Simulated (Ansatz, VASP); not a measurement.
## Two plane-wave programs on Ge2Sb2Te5

```xyz
9
Lattice="4.2630 0.0000 0.0000 -2.1315 3.6919 0.0000 0.0000 0.0000 18.1132" Properties=species:S:1:pos:R:3 pbc="T T T"
Te    0.0000    0.0000    0.0000
Te    2.1315    1.2306    3.7756
Te    0.0000    2.4612    7.4158
Te    2.1315    1.2306   10.6974
Te    0.0000    2.4612   14.3376
Sb    0.0000    2.4612    2.0290
Sb    2.1315    1.2306   16.0842
Ge    0.0000    0.0000    5.9997
Ge    0.0000    0.0000   12.1135
```

Alike in both runs: functional PBE; k mesh 10 × 10 × 2; occupations gaussian, width 0.03 eV; no spin polarisation.

Ansatz relaxed the structure, and its values are those at the end. VASP's run is a single point on that final structure, the one shown.

|  | VASP | Ansatz |
| --- | --- | --- |
| version | VASP 6.6.1 | Ansatz 0.2.0 |
| potentials or method | VASP PAW PBE potentials, release 64 (Te, Sb, Ge_d) | scalar-relativistic, plane waves, PAW |
| plane-wave cutoff (eV) | 520 | 420 |
| valence electrons in the cell | 68 | 138 |

|  | VASP | Ansatz | Ansatz less VASP |
| --- | --- | --- | --- |
| gap on the k mesh at the Fermi level (eV) | 0.10 | 0.11 | +0.009 |
| least direct gap on the mesh (eV) | 0.17 | 0.18 | +0.009 |
| pressure (GPa) | 0.0 | 0.0 | +0.02 |
| rms of the force components (eV/Å) | 0.008 | 0.001 | -0.0076 |

The functional is the same, so the differences come from potentials, cutoffs and numerics. The two sets of potentials don't hold the same shells in valence.

Caveats: spin-orbit coupling is left out, which moves the levels of the heavy elements; this functional lacks dispersion, which binds the layers, so the pressure and a relaxed spacing across them are unreliable. A k mesh can miss the band edges.
